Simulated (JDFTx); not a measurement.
**NaF (Villiaumite) under changes of volume**

One of the cells (12.487 Å³/atom); the others are scaled copies at fixed shape and fractional positions:

```
Na F
1.0
     0.00000    2.32000    2.32000
     2.32000    0.00000    2.32000
     2.32000    2.32000    0.00000
Na F
1 1
Direct
  0.00000 0.00000 0.00000
  0.50000 0.50000 0.50000
```

* Program: JDFTx 1.7.0 (patched build)
* Functional: r2SCAN
* Potentials or basis: SG15-PBE-1.2 with smoothed tails
* Cutoff: 1361 eV
* Density cutoff: 10885 eV
* k mesh: 10 × 10 × 10
* Occupations: fermi-dirac, width 0.05 eV
* Spin: no spin polarisation

```csv
volume (Å³/atom),energy over the lowest point (meV/atom),pressure (GPa),gap on the mesh (eV)
11.738,4.54,2.7,7.52
11.988,1.30,1.4,7.40
12.237,0.00,0.2,7.28
12.487,0.42,-0.8,7.16
12.737,?,?,?
12.987,5.64,-2.6,6.95
13.236,10.19,-3.3,6.85
```

Task: What does the run at 12.737 Å³/atom give?

Result: Energy over the lowest point 2.32 meV/atom; pressure -1.7 GPa; gap on the mesh 7.05 eV.

Worked out: A Birch-Murnaghan fit of order 3 (a polynomial in V^(-2/3)) to the other rows has its minimum at 12.30 Å³/atom with B0 = V·E''(V) = 53 GPa and B' = 4.4. It gives 2.34 meV/atom at 12.737 Å³/atom, against the run's 2.32, and -dE/dV = -1.7 GPa, against -1.7. A straight line through the other rows of the gap, of slope -5.59 eV per unit of ln V (its deformation potential), gives 7.06 eV, against the run's 7.05.

Caveats: the potentials were made for another functional, which shifts forces and pressure.

A mesh can miss the band edges.
